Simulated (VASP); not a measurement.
Wanted: the native input for a VASP 6.6.1 run.

* Task: single point
* Functional: PBEsol
* Potentials or basis: VASP PAW PBE potentials, release 64 (Ge_h, Si)
* Cutoff: 900 eV
* k mesh: 12 × 12 × 12
* Occupations: gaussian, width 0.02 eV
* Spin: no spin polarisation
* Further INCAR settings: ALGO = Normal; EDIFF = 1e-06; NBANDS = 26

The structure of SiGe lies in POSCAR:

```
SiGe
1.0
    0.0000000000      2.7730400000      2.7730400000
    2.7730400000      0.0000000000      2.7730400000
    5.5457600000      5.5457600000      0.0003200000
Ge Si
2 2
Direct
    0.0031000000      0.0031000000      0.9953600000
    0.2469000000      0.2469000000      0.1296400000
    0.9970800000      0.9970800000      0.5043700000
    0.2529200000      0.2529200000      0.6206300000
```

The cell comes from a database or a generator and needn't be the stable form of this composition.

These files were run (other wordings do the same):

INCAR

```
ALGO = Normal ; EDIFF = 1E-6
ENCUT = 900 ; GGA = PS
ISIF = 2 ; ISMEAR = 0
LASPH = True ; LCHARG = True
LELF = True ; LREAL = False
LVHAR = True ; LWAVE = False
NBANDS = 26 ; NELM = 80
PREC = Accurate ; SIGMA = 0.02
```

KPOINTS

```
k-points
0
Gamma
  12 12 12
```

Potentials or basis: VASP PAW PBE potentials, release 64 (Ge_h, Si).

Launch:

```bash
$ cat potpaw_PBE.64/Ge_h/POTCAR potpaw_PBE.64/Si/POTCAR > POTCAR
$ mpirun -np 1 vasp_std > vasp.out
```

Results of the run:

```json
{
 "Pressure": "0.1 GPa",
 "Largest force": "0.012 eV/Å",
 "Band gap on the k mesh": "0.33 eV, indirect (least direct gap 0.45 eV)"
}
```

Caveat: the PAW data sets were made with another functional, which shifts forces and pressure a little.

It took 16 min on 1 thread of Intel(R) Xeon(R) 6975P-C (Granite Rapids), with other jobs on the host, peak memory 1.9 GiB.
